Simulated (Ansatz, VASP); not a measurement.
**Two plane-wave programs on C**

```
C
1.0
     1.26331    0.72937    3.44542
    -1.26331    0.72937    3.44542
     0.00000   -1.45875    3.44542
C
2
Direct
  0.17225 0.17225 0.17225
  0.82775 0.82775 0.82775
```

Change from the starting cell: mode 4 frozen in at +0.057 Å, equal normal strain along x, y and z +0.0250.

Alike in both runs: task single point; functional PBE; dispersion D3(BJ); k mesh 15 × 15 × 15; occupations gaussian, width 0.05 eV; no spin polarisation.

```csv
,VASP,Ansatz
version,VASP 6.6.1,Ansatz 0.2.0
potentials or method,"VASP PAW PBE potentials, release 64 (C)","scalar-relativistic, plane waves, PAW"
plane-wave cutoff (eV),520,520
valence electrons in the cell,8,8
```

|  | VASP | Ansatz | Ansatz less VASP |
| --- | --- | --- | --- |
| gap on the k mesh at the Fermi level (eV) | 0.44 | 0.43 | 0.000 |
| least direct gap on the mesh (eV) | 0.44 | 0.43 | 0.000 |
| pressure (GPa) | -18.8 | -19.2 | -0.36 |
| largest component of the traceless stress (GPa) | 16.42 | 16.85 | +0.427 |
| rms of the force components (eV/Å) | 1.112 | 1.116 | +0.0038 |

Atom by atom the forces differ by 0.004 eV/Å (rms over components).

Caveats: so large a pressure means that the cell lies far from this level's equilibrium, or that cutoff or potentials fall short (VASP); an odd mesh through Γ misses points on the zone boundary, where band edges often lie; forces of over 1 eV/Å show positions far from the minimum, so gaps and moduli don't describe the material at rest.
